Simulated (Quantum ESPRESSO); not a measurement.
Here is a Quantum ESPRESSO 7.5 calculation.

pw.in

```
&CONTROL
  calculation = 'scf'
  prefix = 'pwscf'
  outdir = './tmp'
  pseudo_dir = './pseudo'
  tprnfor = .true.
  tstress = .true.
  disk_io = 'low'
/
&SYSTEM
  ibrav = 0
  nat = 3
  ntyp = 2
  ecutwfc = 84
  nbnd = 19
  occupations = 'smearing'
  smearing = 'fd'
  degauss = 0.00367493
/
&ELECTRONS
  conv_thr = 6d-10
  electron_maxstep = 120
  mixing_beta = 0.5
/
ATOMIC_SPECIES
Hf   178.4900 Hf.upf
O     15.9990 O.upf
CELL_PARAMETERS angstrom
   0.0000000000    2.5575000000    2.5575000000
   2.5575000000    0.0000000000    2.5575000000
   2.5575000000    2.5575000000    0.0000000000
ATOMIC_POSITIONS crystal
Hf     0.0000000000    0.0000000000    0.0000000000
O      0.7500000000    0.7500000000    0.7500000000
O      0.2500000000    0.2500000000    0.2500000000
K_POINTS automatic
9 9 9 0 0 0
```

The input pp_density.in:

```
&INPUTPP
  prefix = 'pwscf'
  outdir = './tmp'
  filplot = 'density.dat'
  plot_num = 0
/
&PLOT
  nfile = 1
  filepp(1) = 'density.dat'
  iflag = 3
  output_format = 6
  fileout = 'density.cube'
/
```

Contents of pp_potential.in:

```
&INPUTPP
  prefix = 'pwscf'
  outdir = './tmp'
  filplot = 'potential.dat'
  plot_num = 11
/
&PLOT
  nfile = 1
  filepp(1) = 'potential.dat'
  iflag = 3
  output_format = 6
  fileout = 'potential.cube'
/
```

Contents of pp_elf.in:

```
&INPUTPP
  prefix = 'pwscf'
  outdir = './tmp'
  filplot = 'elf.dat'
  plot_num = 8
/
&PLOT
  nfile = 1
  filepp(1) = 'elf.dat'
  iflag = 3
  output_format = 6
  fileout = 'elf.cube'
/
```

The input bands.in:

```
&CONTROL
  calculation = 'bands'
  prefix = 'pwscf'
  outdir = './tmp'
  pseudo_dir = './pseudo'
  disk_io = 'low'
  verbosity = 'high'
/
&SYSTEM
  ibrav = 0
  nat = 3
  ntyp = 2
  ecutwfc = 84
  nbnd = 19
  occupations = 'smearing'
  smearing = 'fd'
  degauss = 0.00367493
/
&ELECTRONS
  conv_thr = 1d-08
  electron_maxstep = 120
  mixing_beta = 0.5
  diago_full_acc = .true.
/
ATOMIC_SPECIES
Hf   178.4900 Hf.upf
O     15.9990 O.upf
CELL_PARAMETERS angstrom
   0.0000000000    2.5575000000    2.5575000000
   2.5575000000    0.0000000000    2.5575000000
   2.5575000000    2.5575000000    0.0000000000
ATOMIC_POSITIONS crystal
Hf     0.0000000000    0.0000000000    0.0000000000
O      0.7500000000    0.7500000000    0.7500000000
O      0.2500000000    0.2500000000    0.2500000000
K_POINTS crystal
60
 0.0000000000  0.0000000000  0.0000000000 1
 0.0625000000  0.0000000000  0.0625000000 1
 0.1250000000  0.0000000000  0.1250000000 1
 0.1875000000  0.0000000000  0.1875000000 1
 0.2500000000  0.0000000000  0.2500000000 1
 0.3125000000  0.0000000000  0.3125000000 1
 0.3750000000  0.0000000000  0.3750000000 1
 0.4375000000  0.0000000000  0.4375000000 1
 0.5000000000  0.0000000000  0.5000000000 1
 0.5000000000  0.0625000000  0.5625000000 1
 0.5000000000  0.1250000000  0.6250000000 1
 0.5000000000  0.1875000000  0.6875000000 1
 0.5000000000  0.2500000000  0.7500000000 1
 0.4375000000  0.3125000000  0.7500000000 1
 0.3750000000  0.3750000000  0.7500000000 1
 0.3375000000  0.3375000000  0.6750000000 1
 0.3000000000  0.3000000000  0.6000000000 1
 0.2625000000  0.2625000000  0.5250000000 1
 0.2250000000  0.2250000000  0.4500000000 1
 0.1875000000  0.1875000000  0.3750000000 1
 0.1500000000  0.1500000000  0.3000000000 1
 0.1125000000  0.1125000000  0.2250000000 1
 0.0750000000  0.0750000000  0.1500000000 1
 0.0375000000  0.0375000000  0.0750000000 1
 0.0000000000  0.0000000000  0.0000000000 1
 0.0625000000  0.0625000000  0.0625000000 1
 0.1250000000  0.1250000000  0.1250000000 1
 0.1875000000  0.1875000000  0.1875000000 1
 0.2500000000  0.2500000000  0.2500000000 1
 0.3125000000  0.3125000000  0.3125000000 1
 0.3750000000  0.3750000000  0.3750000000 1
 0.4375000000  0.4375000000  0.4375000000 1
 0.5000000000  0.5000000000  0.5000000000 1
 0.5250000000  0.4500000000  0.5250000000 1
 0.5500000000  0.4000000000  0.5500000000 1
 0.5750000000  0.3500000000  0.5750000000 1
 0.6000000000  0.3000000000  0.6000000000 1
 0.6250000000  0.2500000000  0.6250000000 1
 0.5833333333  0.2500000000  0.6666666667 1
 0.5416666667  0.2500000000  0.7083333333 1
 0.5000000000  0.2500000000  0.7500000000 1
 0.5000000000  0.2857142857  0.7142857143 1
 0.5000000000  0.3214285714  0.6785714286 1
 0.5000000000  0.3571428571  0.6428571429 1
 0.5000000000  0.3928571429  0.6071428571 1
 0.5000000000  0.4285714286  0.5714285714 1
 0.5000000000  0.4642857143  0.5357142857 1
 0.5000000000  0.5000000000  0.5000000000 1
 0.4821428571  0.4821428571  0.5357142857 1
 0.4642857143  0.4642857143  0.5714285714 1
 0.4464285714  0.4464285714  0.6071428571 1
 0.4285714286  0.4285714286  0.6428571429 1
 0.4107142857  0.4107142857  0.6785714286 1
 0.3928571429  0.3928571429  0.7142857143 1
 0.3750000000  0.3750000000  0.7500000000 1
 0.6250000000  0.2500000000  0.6250000000 1
 0.5937500000  0.1875000000  0.5937500000 1
 0.5625000000  0.1250000000  0.5625000000 1
 0.5312500000  0.0625000000  0.5312500000 1
 0.5000000000  0.0000000000  0.5000000000 1
```

Potentials or basis: PseudoDojo 0.4.1 SR PBE standard.

Launch:

```bash
$ OMP_NUM_THREADS=1 pw.x -in pw.in > pw.out
$ OMP_NUM_THREADS=1 pp.x -in pp_density.in > pp_density.out
$ OMP_NUM_THREADS=1 pp.x -in pp_potential.in > pp_potential.out
$ OMP_NUM_THREADS=1 pp.x -in pp_elf.in > pp_elf.out
$ OMP_NUM_THREADS=1 pw.x -in bands.in > bands.out
```

Question: Predict the pressure.

Answer: -4.9 GPa.

Question: What does it give for the band gap on the k mesh?

Answer: 3.87 eV, indirect (least direct gap 3.99 eV).

Question: Estimate the band gap along the path.

Answer: 3.77 eV, direct.

Levels at the corners of the path, in eV from the valence-band top:
```csv
point,band 10,band 11,band 12,band 13,band 14,band 15
Γ,-0.60,-0.60,-0.60,3.87,3.87,5.66
X,-1.50,-1.50,0.00,3.77,5.43,6.44
W,-2.50,-1.36,-0.20,4.76,5.09,6.89
K,-2.17,-1.30,-0.33,4.28,5.35,6.73
Γ,-0.60,-0.60,-0.60,3.87,3.87,5.66
L,-2.65,-1.80,-1.80,4.56,4.56,6.79
U,-2.17,-1.30,-0.33,4.28,5.35,6.73
W,-2.50,-1.36,-0.20,4.76,5.09,6.89
L,-2.65,-1.80,-1.80,4.56,4.56,6.79
K,-2.17,-1.30,-0.33,4.28,5.35,6.73
U,-2.17,-1.30,-0.33,4.28,5.35,6.73
X,-1.50,-1.50,0.00,3.77,5.43,6.44
```

Caveat: spin-orbit coupling is left out, which moves the levels of the heavy elements; the mesh misses the band edges, which the band path finds closer together. PBE gaps usually lie below the measured ones, often by a third to a half.
